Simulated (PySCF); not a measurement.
Geometries of 3 isomers of C4H6, from PySCF 2.14.0, PBE0-D3(BJ)/def2-SVP geometry optimisation, gas phase. One conformer each, no zero-point energy, no frequencies.

Question: Which isomer lies lowest at this level?
A.
```xyz
10
angstrom
C      1.062    0.373   -0.243
C     -0.022    1.134   -0.024
C     -0.935   -0.044    0.212
C      0.322   -0.928   -0.042
H      2.105    0.598   -0.481
H     -0.195    2.214   -0.016
H     -1.364   -0.125    1.225
H     -1.751   -0.175   -0.519
H      0.258   -1.585   -0.925
H      0.644   -1.537    0.819
```
B.
```xyz
10
angstrom
C     -1.086   -0.486    0.311
C      0.270   -0.380   -0.351
C      1.502    0.008    0.415
C      1.037    0.909   -0.397
H     -1.262   -1.503    0.700
H     -1.172    0.219    1.151
H     -1.897   -0.263   -0.403
H      0.392   -1.081   -1.196
H      2.237   -0.296    1.156
H      1.101    1.905   -0.829
```
C.
```xyz
10
angstrom
C     -1.463    0.215   -0.078
C      0.005    0.153   -0.069
C      1.176    0.660   -0.311
C      1.177   -0.710    0.300
H     -1.880   -0.616   -0.671
H     -1.828    1.164   -0.495
H     -1.860    0.102    0.944
H      1.797    1.471   -0.682
H      1.426   -1.590   -0.317
H      1.449   -0.841    1.361
```

Answer: A. That is `C1=CCC1` (cyclobutene), 18.6 kcal/mol below the next.

```json
{"SMILES": "C1=CCC1", "atoms numbered as above": "[CH:1]1=[CH:2][CH2:3][CH2:4]1", "E (Eh)": "-155.67601", "relative (kcal/mol)": "0.0", "relative (kJ/mol)": "0.0", "dipole (D)": "0.17"}
{"SMILES": "CC1=CC1", "atoms numbered as above": "[CH3:1][C:2]1=[CH:3][CH2:4]1", "E (Eh)": "-155.64643", "relative (kcal/mol)": "18.6", "relative (kJ/mol)": "77.7", "dipole (D)": "0.95"}
{"SMILES": "CC1C=C1", "atoms numbered as above": "[CH3:1][CH:2]1[CH:3]=[CH:4]1", "E (Eh)": "-155.63940", "relative (kcal/mol)": "23.0", "relative (kJ/mol)": "96.1", "dipole (D)": "0.39"}
```

As drawn, the lowest has a four-membered ring, which the highest lacks; the highest has a three-membered ring, which the lowest lacks.
